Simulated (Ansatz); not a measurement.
An Ansatz run on BN (zincblende) left the output below. The cell was relaxed beforehand with r2SCAN.

Structure:
```xyz
2
Lattice="0.0000 1.8048 1.8048 1.8048 0.0000 1.8048 1.8048 1.8048 0.0000" Properties=species:S:1:pos:R:3 pbc="T T T"
B     0.0000    0.0000    0.0000
N     0.9024    0.9024    0.9024
```

What the program printed (shortened):
```
scf.n_extra_bands = 4 over 4 filled bands (N_el = 8.0): the run solves 8 bands
Pseudopotential: B, paw, valence charge 3, recommended cutoff 420 eV (normal)
Pseudopotential: N, paw, valence charge 5, recommended cutoff 420 eV (normal)
Functional definition: HSE06
  parameter a = 0.25
  parameter omega = 0.11/bohr
  exchange = pbe_x - a*pbe_x_sr(omega) + a*exact_x_sr(omega)
  correlation = pbe_c
Crystal: 2 atoms, lattice volume = 11.758 Å³
Basis set: ecut = 420 eV, 259 PW (Γ)
Symmetry: 24 space group operations
Space group: F-43m (ITA 216)
k-points: 29 of 512 (time reversal used)
[warm-up without exact exchange]
SCF 1 stopped early in 2 iterations: F = -542.273677 eV  dr2 = 2.04e-5
[exact exchange on]
Exchange kernel: α = 0.2500, screened, ω = 0.2079 Å⁻¹, Wigner–Seitz truncation, v(0) = 1044.6164 eV·Å³, q-mesh 8×8×8
preconditioner: auto → none  [insulator: Δε(μ)=5.753 eV  ℏωp=30.6 eV]
SCF 2 stopped early in 5 iterations: F = -542.453116 eV  dr2 = 1.74e-6
hybrid outer 1: dexx = +2.096e-3 eV, tail = 8.57e-6 eV
SCF 3 converged in 4 iterations: F = -542.453155 eV  dr2 = 1.81e-10
hybrid outer 2: dexx = +1.483e-7 eV, tail = 2.03e-9 eV, Δε = 1.74e-3 eV
hybrid SCF converged: 2 outer / 9 inner (+2 warm-up)
Free energy (F): -542.453155 eV
Fermi energy:    10.386758 eV
--- Forces (eV/Å), atoms counted from 1 ---
  atom   1  B       0.00000      0.00000      0.00000
  atom   2  N       0.00000      0.00000      0.00000
--- Stress (GPa, compression-positive) ---
       -4.426705       0.000000       0.000000
        0.000000      -4.426705       0.000000
        0.000000       0.000000      -4.426705
  P = ⅓ Tr σ = -4.4267 GPa (-44.267 kbar)
--- Band table (eV; the first three rows and the last of 29) ---
  k-point 0: bands = [-11.7629, 10.3868, 10.3868, 10.3868, 20.9784, 20.9784, 20.9784, 22.5710]
  k-point 1: bands = [-11.3530, 8.3605, 9.9809, 9.9809, 21.3268, 21.5939, 21.5939, 23.8781]
  k-point 2: bands = [-10.1642, 4.4146, 9.1691, 9.1691, 21.7836, 22.6065, 22.6065, 26.0891]
  k-point 28: bands = [-5.4064, 2.0326, 2.8198, 3.3795, 21.6454, 25.8075, 26.7038, 27.3103]
```

The file bands.tsv (bands near the Fermi energy, numbered from 0, rounded):
```tsv
# k_distance	band_0	band_1	band_2	band_3	band_4	band_5	band_6	band_7
# fermi_ev = 10.386758
# [0, 0, 0] at k_distance = 0.000000
# [-0.5, -0.5, 0] at k_distance = 1.740663
# [-0.375, -0.375, 0.25] at k_distance = 2.356080
# [-0.375, 0, 0.375] at k_distance = 3.422014
# [0, 0, 0.5] at k_distance = 4.487948
# [-0.5, -0.25, 0.25] at k_distance = 5.718783
# [0, 0.5, 0.5] at k_distance = 7.664903
# levels_relative_to = fermi_ev
0.000	-22.150	0.000	0.000	0.000	10.592	10.592	10.592	12.184
1.741	-16.116	-9.792	-5.333	-5.333	5.794	10.776	20.535	20.535
2.356	-16.035	-8.930	-8.297	-4.431	8.387	14.756	18.208	19.111
3.422	-16.035	-8.930	-8.297	-4.431	8.387	14.756	18.208	19.111
4.488	-17.605	-11.666	-2.112	-2.112	11.902	12.554	12.554	17.413
5.719	-15.793	-8.354	-7.567	-7.007	11.259	15.421	16.317	16.924
7.665	-16.116	-9.792	-5.333	-5.333	5.794	10.776	20.535	20.535
```
In order the rows are Γ, X, U, K, L, W, X.

**Question.** Which of these blocks stood in the input: relax, gw, phonons, dielectric, magnetization (spin_orbit)?

**Answer.** None of them. A single point prints forces and stress when the output block asks for them.

**Question.** Which k mesh was typed?

**Answer.** 8×8×8, Γ-centred.

**Question.** How were the bands filled?

**Answer.** Fixed occupations.

Run as `ansatz run input.yaml --threads 2 --pin off --max-ram 2211MiB --backend cpu --events-out ev --progress --plain --runs-dir out`. Wall time 17 s on 2 threads of Arm Neoverse V1, on a shared host, load about 0.8 per core; peak host memory 0.59 GiB.

The values are computed, spin-unpolarised, and not measurements.

The stress of a hybrid is loosely converged in these runs.
